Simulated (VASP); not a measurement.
# CoSi (P2_13) in VASP: a series of runs

One crystal, CoSi, is run at these levels: PBE; tasks: single point, relaxation of cell and atoms.

All numbers are computed with VASP 6.6.1; they aren't measurements. Logs are shortened: lines on timing, memory, paths and dates and some standing lists are left out, and cuts for length are marked.

### Step 1. The structure

Symmetry: P2_13, No. 198, cubic system. The conventional cell has a = 4.438 Å, b = 4.438 Å, c = 4.438 Å, α = 90.00°, β = 90.00°, γ = 90.00°. Co (site symmetry 3) has 7 Si at 2.28 to 2.47 Å as nearest neighbours. Si (site symmetry 3) has 7 Co at 2.28 to 2.47 Å as nearest neighbours.

### Step 2. Single point, PBE, collinear spin, ferromagnetic start

File INCAR:

```
SYSTEM = CoSi
  PREC = Accurate
  ENCUT = 600
  EDIFF = 1E-7
  ISMEAR = 1
  SIGMA = 0.1
  LREAL = .False.
  LASPH = .True.
  NELM = 150
  ALGO = Normal
  ISIF = 2
  LWAVE = .False.
  LCHARG = .False.
  ISPIN = 2
  MAGMOM = 1.5 1.5 1.5 1.5 0 0 0 0
  LORBIT = 11
  LMAXMIX = 4
  GGA = PE
  AMIX = 0.2
  BMIX = 1E-4
  AMIX_MAG = 0.8
  BMIX_MAG = 1E-4
  KPAR = 4
```

File KPOINTS:

```
regular mesh
0
Gamma
  8 8 8
  0 0 0
```

File POSCAR:

```
CoSi
1.0
    4.4380000000      0.0000000000      0.0000000000
    0.0000000000      4.4380000000      0.0000000000
    0.0000000000      0.0000000000      4.4380000000
Co Si
4 4
Direct
    0.1400000000      0.1400000000      0.1400000000
    0.3600000000      0.8600000000      0.6400000000
    0.6400000000      0.3600000000      0.8600000000
    0.8600000000      0.6400000000      0.3600000000
    0.8430000000      0.8430000000      0.8430000000
    0.6570000000      0.1570000000      0.3430000000
    0.3430000000      0.6570000000      0.1570000000
    0.1570000000      0.3430000000      0.6570000000
```

Potentials or basis: VASP PAW PBE potentials, release 64 (Co, Si).

Run with:

```sh
cat potpaw_PBE.64/Co/POTCAR potpaw_PBE.64/Si/POTCAR > POTCAR
mpirun -np 4 vasp_std > vasp.out
```

OUTCAR:

```text
SYSTEM = CoSi
   PREC = Accurate
   ENCUT = 600
   EDIFF = 1E-7
   ISMEAR = 1
   LREAL = .False.
   LASPH = .True.
   NELM = 150
   ISIF = 2
   ISPIN = 2
   LORBIT = 11
   GGA = PE
   AMIX = 0.2
   AMIX_MAG = 0.8

 ion  position               nearest neighbor table
   1  0.140  0.140  0.140-   5 2.28   6 2.33   7 2.33   8 2.33   7 2.47   8 2.47   6 2.47   2 2.72
                             4 2.72   2 2.72   4 2.72   3 2.72   3 2.72
   2  0.360  0.860  0.640-   6 2.28   5 2.33   7 2.33   8 2.33   7 2.47   8 2.47   5 2.47   1 2.72
                             3 2.72   1 2.72   3 2.72   4 2.72   4 2.72
   3  0.640  0.360  0.860-   7 2.28   6 2.33   5 2.33   8 2.33   8 2.47   6 2.47   5 2.47   4 2.72
                             2 2.72   2 2.72   4 2.72   1 2.72   1 2.72
   4  0.860  0.640  0.360-   8 2.28   6 2.33   7 2.33   5 2.33   6 2.47   5 2.47   7 2.47   3 2.72
                             1 2.72   1 2.72   3 2.72   2 2.72   2 2.72
   5  0.843  0.843  0.843-   1 2.28   2 2.33   3 2.33   4 2.33   3 2.47   4 2.47   2 2.47   6 2.75
                             7 2.75   8 2.75   6 2.75   8 2.75   7 2.75
   6  0.657  0.157  0.343-   2 2.28   1 2.33   3 2.33   4 2.33   3 2.47   4 2.47   1 2.47   8 2.75
                             5 2.75   5 2.75   7 2.75   7 2.75   8 2.75
   7  0.343  0.657  0.157-   3 2.28   2 2.33   1 2.33   4 2.33   4 2.47   2 2.47   1 2.47   8 2.75
                             5 2.75   8 2.75   6 2.75   6 2.75   5 2.75
   8  0.157  0.343  0.657-   4 2.28   2 2.33   3 2.33   1 2.33   2 2.47   1 2.47   3 2.47   7 2.75
                             5 2.75   7 2.75   5 2.75   6 2.75   6 2.75

  LATTYP: Found a simple cubic cell.
 ALAT       =     4.4380000000

  Lattice vectors:

 A1 = (   4.4380000000,   0.0000000000,   0.0000000000)
 A2 = (   0.0000000000,   4.4380000000,   0.0000000000)
 A3 = (   0.0000000000,   0.0000000000,   4.4380000000)

Analysis of symmetry for initial positions (statically):
=====================================================================
 Subroutine PRICEL returns:
 Original cell was already a primitive cell.

 Routine SETGRP: Setting up the symmetry group for a
 simple cubic supercell.

 Subroutine GETGRP returns: Found 12 space group operations
 (whereof  3 operations were pure point group operations)
 out of a pool of 48 trial point group operations.

The static configuration has the point symmetry C_3 .
 The point group associated with its full space group is T   .

Analysis of symmetry for dynamics (positions and initial velocities):
=====================================================================
 Subroutine PRICEL returns:
 Original cell was already a primitive cell.

 Routine SETGRP: Setting up the symmetry group for a
 simple cubic supercell.

 Subroutine GETGRP returns: Found 12 space group operations
 (whereof  3 operations were pure point group operations)
 out of a pool of 48 trial point group operations.

The dynamic configuration has the point symmetry C_3 .
 The point group associated with its full space group is T   .

Analysis of structural, dynamic, and magnetic symmetry:
=====================================================================
 Subroutine PRICEL returns:
 Original cell was already a primitive cell.

 Routine SETGRP: Setting up the symmetry group for a
 simple cubic supercell.

 Subroutine GETGRP returns: Found 12 space group operations
 (whereof  3 operations were pure point group operations)
 out of a pool of 48 trial point group operations.

The overall configuration has the point symmetry C_3 .
 The point group associated with its full space group is T   .

 Subroutine INISYM returns: Found 12 space group operations
 (whereof  3 operations are pure point group operations),
 and found     1 'primitive' translations

----------------------------------------------------------------------------------------

                                     Primitive cell

  volume of cell :      87.4102

  direct lattice vectors                    reciprocal lattice vectors
     4.438000000  0.000000000  0.000000000     0.225326724  0.000000000  0.000000000
     0.000000000  4.438000000  0.000000000     0.000000000  0.225326724  0.000000000
     0.000000000  0.000000000  4.438000000     0.000000000  0.000000000  0.225326724

  length of vectors
     4.438000000  4.438000000  4.438000000     0.225326724  0.225326724  0.225326724

[... 78 lines left out ...]
   dimension x,y,z NGXF=    72 NGYF=   72 NGZF=   72
   ions per type =               4   4
   NGX,Y,Z   is equivalent  to a cutoff of  13.49, 13.49, 13.49 a.u.
   NGXF,Y,Z  is equivalent  to a cutoff of  26.97, 26.97, 26.97 a.u.
 SYSTEM =  CoSi
   PREC   = accura    normal or accurate (medium, high low for compatibility)
   ISTART =      0    job   : 0-new  1-cont  2-samecut
   ICHARG =      2    charge: 1-file 2-atom 10-const
   ISPIN  =      2    spin polarized calculation?
   LNONCOLLINEAR =      F non collinear calculations
   LSORBIT =      F    spin-orbit coupling
   LASPH  =      T    aspherical Exc in radial PAW
   ENCUT  =  600.0 eV  44.10 Ry    6.64 a.u.   8.86  8.86  8.86*2*pi/ulx,y,z
   NELM   =    150;   NELMIN=  2; NELMDL= -5     # of ELM steps
   EDIFF  = 0.1E-06   stopping-criterion for ELM
   LREAL  =      F    real-space projection
   EDIFFG = 0.1E-05   stopping-criterion for IOM
   NSW    =      0    number of steps for IOM
   IBRION =     -1    ionic relax: 0-MD 1-quasi-New 2-CG
   NFREE  =      0    steps in history (QN), initial steepest desc. (CG)
   ISIF   =      2    stress and relaxation
   ISYM   =      2    0-nonsym 1-usesym 2-fastsym
   POTIM  = 0.5000    time-step for ionic-motion
   TEBEG  =    0.0;   TEEND  =   0.0 temperature during run
   PSTRESS=    0.0 pullay stress
   NELECT =      52.0000    total number of electrons
   NUPDOWN=      -1.0000    fix difference up-down
   EMIN   =  10.00;   EMAX   =-10.00  energy-range for DOS
   EFERMI =   0.00;   METHOD = LEGACY
   ISMEAR =     1;   SIGMA  =   0.10  broadening in eV -4-tet -1-fermi 0-gaus
   EFERMI_NEDOS =   21; number of points for ismear=-14 and -15
   IALGO  =     38    algorithm
   IMIX   =      4    mixing-type and parameters
     AMIX     =   0.20;   BMIX     =  0.00
     AMIX_MAG =   0.80;   BMIX_MAG =  0.00
  volume/ion in A,a.u.               =      10.93        73.73
  Fermi-wavevector in a.u.,A,eV,Ry     =   1.376856  2.601881 25.793021  1.895734
  Thomas-Fermi vector in A             =   2.502063
   LORBIT       =     11    0 simple, 1 ext, 2 COOP (PROOUT), +10 PAW based schemes
   GGA     = PE    functional components
   LHFCALC =     F    Hartree Fock is set to
   AEXX    =    0.0000 exact exchange contribution
   IVDW    =     0    specifies the selected vdW correction
   LEPSILON=     F    determine dielectric tensor
   LRPA    =     F    only Hartree local field effects (RPA)
 spin polarized calculation
 Methfessel and Paxton  Order N= 1 SIGMA  =   0.10
  energy-cutoff  :      600.00
  volume of cell :       87.41
 maximum number of plane-waves:      2968
   NGX = 17   NGY = 17   NGZ = 17

 number of electron      51.9999992 magnetization      -0.0003012

 number of electron      51.9999992 magnetization       0.0002749

 Free energy of the ion-electron system (eV)
  ---------------------------------------------------
  ext. energy  EPLUGINS =         0.00000000
  ---------------------------------------------------
  free energy    TOTEN  =       -54.72457285 eV

  energy without entropy =      -54.72783687  energy(sigma->0) =      -54.72566085

 E-fermi :  12.0390     XC(G=0): -12.8396

 val. band max:       12.0387170436   @ k =   0.1250   0.1250   0.1250
 cond. band min:      12.0394903006   @ k =   0.0000   0.0000   0.0000
 fundamental gap:      0.0007732570
 Fermi energy:        12.0389878786

 spin component 1

 k-point     1 :       0.0000    0.0000    0.0000
  band No.  band energies     occupation
      1      -1.5954      1.00000
      2       3.8864      1.00000
      3       3.8864      1.00000
      4       3.8864      1.00000
      5       6.5957      1.00000
      6       6.5957      1.00000
[... 877 lines left out ...]
     33      15.6505      0.00000
     34      16.3758      0.00000

 [... further k-points ...]

 spin component 2

 k-point     1 :       0.0000    0.0000    0.0000
  band No.  band energies     occupation
      1      -1.5954      1.00000
      2       3.8864      1.00000
      3       3.8864      1.00000
      4       3.8864      1.00000
      5       6.5957      1.00000
      6       6.5957      1.00000
[... 877 lines left out ...]
     33      15.6505      0.00000
     34      16.3758      0.00000

 [... further k-points ...]
[... 5 lines left out ...]
  --------------------------------------------------------------------------------------
  -------------------------------------------------------------------------------------
  Total       -0.2327849     -0.2327849     -0.2327849      0.0000000      0.0000000      0.0000000
  in kB       -4.2668116     -4.2668116     -4.2668116      0.0000000      0.0000000      0.0000000
  external PRESSURE =      -4.2668116 kB  Pullay stress =       0.0000000 kB

 VOLUME and BASIS-vectors are now :
 -----------------------------------------------------------------------------
  energy-cutoff  :      600.00
  volume of cell :       87.41
      direct lattice vectors                 reciprocal lattice vectors
     4.438000000  0.000000000  0.000000000     0.225326724  0.000000000  0.000000000
     0.000000000  4.438000000  0.000000000     0.000000000  0.225326724  0.000000000
     0.000000000  0.000000000  4.438000000     0.000000000  0.000000000  0.225326724

 POSITION                                       TOTAL-FORCE (eV/Angst)
 -----------------------------------------------------------------------------------
      0.62132      0.62132      0.62132         0.157599      0.157599      0.157599
      1.59768      3.81668      2.84032        -0.157599     -0.157599      0.157599
      2.84032      1.59768      3.81668         0.157599     -0.157599     -0.157599
      3.81668      2.84032      1.59768        -0.157599      0.157599     -0.157599
      3.74123      3.74123      3.74123        -0.020621     -0.020621     -0.020621
      2.91577      0.69677      1.52223         0.020621      0.020621     -0.020621
      1.52223      2.91577      0.69677        -0.020621      0.020621      0.020621
      0.69677      1.52223      2.91577         0.020621     -0.020621      0.020621
 -----------------------------------------------------------------------------------
    total drift:                               -0.000000      0.000000      0.000000

  FREE ENERGIE OF THE ION-ELECTRON SYSTEM (eV)
  ---------------------------------------------------
  free  energy   TOTEN  =       -54.7245728457 eV

  energy  without entropy=      -54.7278368677  energy(sigma->0) =      -54.72566085

 total charge

# of ion       s       p       d       tot
------------------------------------------
    1        0.434   0.616   7.565   8.614
    2        0.434   0.616   7.565   8.614
    3        0.434   0.616   7.565   8.614
    4        0.434   0.616   7.565   8.614
    5        0.728   0.881   0.000   1.609
    6        0.728   0.881   0.000   1.609
    7        0.728   0.881   0.000   1.609
    8        0.728   0.881   0.000   1.609
--------------------------------------------------
tot          4.646   5.988  30.259  40.893

 magnetization (x)

# of ion       s       p       d       tot
------------------------------------------
    1       -0.000  -0.000   0.000   0.000
    2       -0.000  -0.000   0.000   0.000
    3       -0.000  -0.000   0.000   0.000
    4       -0.000  -0.000   0.000   0.000
    5       -0.000  -0.000   0.000  -0.000
    6       -0.000  -0.000   0.000  -0.000
    7       -0.000  -0.000   0.000  -0.000
    8       -0.000  -0.000   0.000  -0.000
--------------------------------------------------
tot         -0.000  -0.000   0.000   0.000
```

Run time: 52 s. Hardware: 4 MPI ranks of Intel Xeon 6975P-C (Granite Rapids), shared host; peak memory 0.39 GiB.

Results:

```
Free energy                                           : -54.7246 eV
Pressure                                              : -0.4 GPa
Largest force                                         : 0.273 eV/Å
Band gap on the k mesh                                : none (metal or under the smearing width)
Net moment                                            : 0.00 μB per cell
Valence electrons inside the program's atomic spheres : Co 8.61; Si 1.61
```

Forces in eV/Å, atoms in the order of the input:
```
Co   0.158  0.158  0.158
Co  -0.158 -0.158  0.158
Co   0.158 -0.158 -0.158
Co  -0.158  0.158 -0.158
Si  -0.021 -0.021 -0.021
Si   0.021  0.021 -0.021
Si  -0.021  0.021  0.021
Si   0.021 -0.021  0.021
```

Levels at points of the mesh, in eV from the Fermi level:
Spin up:
```
           k point  band 22  band 23  band 24  band 25  band 26  band 27  band 28  band 29  band 30  band 31
(0.00, 0.00, 0.00)    -0.89    -0.76    -0.76     0.00     0.00     0.00     2.47     2.47     2.47     2.94
(0.50, 0.00, 0.00)    -1.03    -0.66    -0.66    -0.46    -0.46     1.00     1.00     1.47     1.47     4.31
(0.50, 0.50, 0.00)    -1.50    -1.00    -1.00    -0.02    -0.02     0.57     0.57     2.00     2.00     2.49
(0.50, 0.50, 0.50)    -1.21    -1.21    -1.21    -0.20    -0.20    -0.20    -0.20     5.35     5.35     5.35
```
Spin down:
| k point | band 23 | band 24 | band 25 | band 26 | band 27 | band 28 | band 29 | band 30 |
| --- | --- | --- | --- | --- | --- | --- | --- | --- |
| (0.00, 0.00, 0.00) | -0.76 | -0.76 | 0.00 | 0.00 | 0.00 | 2.47 | 2.47 | 2.47 |
| (0.50, 0.00, 0.00) | -0.66 | -0.66 | -0.46 | -0.46 | 1.00 | 1.00 | 1.47 | 1.47 |
| (0.50, 0.50, 0.00) | -1.00 | -1.00 | -0.02 | -0.02 | 0.57 | 0.57 | 2.00 | 2.00 |
| (0.50, 0.50, 0.50) | -1.21 | -1.21 | -0.20 | -0.20 | -0.20 | -0.20 | 5.35 | 5.35 |

Caveat: the starting moments collapsed, and a magnetic state may lie lower.

(Continued in part 2 of 3.)
